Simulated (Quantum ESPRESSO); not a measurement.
Crystal: Zn.

```
Zn
1.0
    -1.56904    1.56904    1.56904
     1.56904   -1.56904    1.56904
     1.56904    1.56904   -1.56904
Zn
1
Cartesian
  0.0000 0.0000 0.0000
```

This isn't the form of Zn at room conditions, which is hcp.

* Program: Quantum ESPRESSO 7.5
* Task: single point
* Functional: PBE
* Potentials or basis: SSSP 1.3 efficiency PBE
* Cutoff: 748 eV
* Density cutoff: 5987 eV
* k mesh: 12 × 12 × 12
* Occupations: fermi-dirac, width 0.05 eV
* Spin: no spin polarisation

On this cell: pressure -0.5 GPa; band gap on the k mesh none (metal or under the smearing width).

The same run follows on a disturbed copy (cell strained at random at fixed volume):

```
Zn
1.0
    -1.52714    1.56173    1.52690
     1.48647   -1.65878    1.58329
     1.56585    1.69749   -1.62395
Zn
1
Cartesian
  -0.0200 0.0572 0.0050
```

**Question.** What changes?

**Answer.** The energy (extrapolated to zero smearing) moves by -7.6 meV/atom; pressure -0.3 GPa; band gap on the k mesh none (metal or under the smearing width).

Stress tensor (GPa, compression positive):
```
-1.44  0.56  0.24
 0.56  0.36 -1.24
 0.24 -1.24  0.20
```

The energy falls, though the first cell shows no forces: that form is unstable against this distortion, unless noise or another electronic state is at work.
